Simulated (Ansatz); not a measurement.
# Contact densities of MgTe against volume

```
Mg Te
1.0
     4.54000    0.00000    0.00000
    -2.27000    3.93176    0.00000
     0.00000    0.00000    7.39500
Mg Te
2 2
Cartesian
  0.0000 2.6212 0.0000
  2.2700 1.3106 3.6975
  0.0000 2.6212 2.7361
  2.2700 1.3106 6.4336
```

Atoms are numbered in the order listed.

The cell is COD entry 1538744, as deposited and not checked against the literature; nothing was relaxed.

Spin–orbit coupling is left out, though it moves levels of the heavy atoms by tenths of an eV or more.

Method: DFT, PBE, all-electron PAW with datasets made for the crystal, scalar-relativistic in Ansatz 0.2.0.

Settings: a Γ-centred 9×9×5 k mesh, Fermi–Dirac smearing of 0.03 eV, cutoff 220 eV (chosen by the program for this cell), no spin polarisation.

The contact density is the mean electron density over the nuclear volume; its changes set Mössbauer isomer shifts. Changes below are taken from the unscaled cell, where it is 7803.19 e/Å³ at Mg1, 1.46854e+06 e/Å³ at Te3.

| V/V(cell) | P (GPa) | Δρ(0) Mg1 (e/Å³) | Δρ(0) Te3 (e/Å³) |
| --- | --- | --- | --- |
| 0.9400 | 4.5 | ? | -2.30 |
| 0.9600 | 3.5 | 0.10 | -1.55 |
| 0.9800 | 2.5 | 0.05 | ? |
| 0.9900 | 2.1 | 0.02 | -0.40 |
| 1.0000 | 1.7 | 0.00 | 0.00 |
| 1.0100 | 1.3 | -0.02 | 0.40 |
| 1.0200 | 0.9 | -0.04 | 0.80 |
| 1.0400 | 0.2 | -0.07 | 1.61 |
| 1.0600 | -0.4 | -0.11 | ? |

Question: What belongs in the row "0.9800", column "Δρ(0) Te3 (e/Å³)"?

Answer: -0.78.

Question: Give the missing entry: row "1.0600", column "Δρ(0) Te3 (e/Å³)".

Answer: 2.44.

Question: Give the missing entry: row "0.9400", column "Δρ(0) Mg1 (e/Å³)".

Answer: 0.15.

The datasets are made afresh for each cell, so very small changes are uncertain. Scalar relativity leaves out the p1/2 density at heavy nuclei.
